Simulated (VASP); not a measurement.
A run of VASP 6.6.1:

File INCAR:

```
PREC = Accurate
ENCUT = 520
EDIFF = 1E-6
ISMEAR = -1
SIGMA = 0.1
LREAL = False
LASPH = True
NELM = 100
ALGO = Fast
ISIF = 2
LWAVE = False
LCHARG = False
GGA = RE
NBANDS = 17
```

The input KPOINTS:

```
Automatic mesh
0
Gamma
  13 13 7
```

File POSCAR:

```
Ba
1.0
    4.5672099839      0.0000000000      0.0000000000
   -2.2836049920      3.9553198705      0.0000000000
    0.0000000000      0.0000000000      7.4927587046
Ba
2
Direct
    0.3333333333      0.6666666667      0.2500000000
    0.6666666667      0.3333333333      0.7500000000
```

Potentials or basis: VASP PAW PBE potentials, release 64 (Ba_sv).

Command:

```sh
$ cat potpaw_PBE.64/Ba_sv/POTCAR > POTCAR
$ mpirun -np 1 vasp_std > vasp.out
```

Hardware: 1 thread of Intel(R) Xeon(R) Platinum 8488C (Sapphire Rapids) (shared host).

Question: Estimate the wall time of this run.

Answer: Wall time 74 s on 1 thread of Intel(R) Xeon(R) Platinum 8488C (Sapphire Rapids), on a shared host, peak memory 0.35 GiB. Counts: scf iterations 11, k points 84.
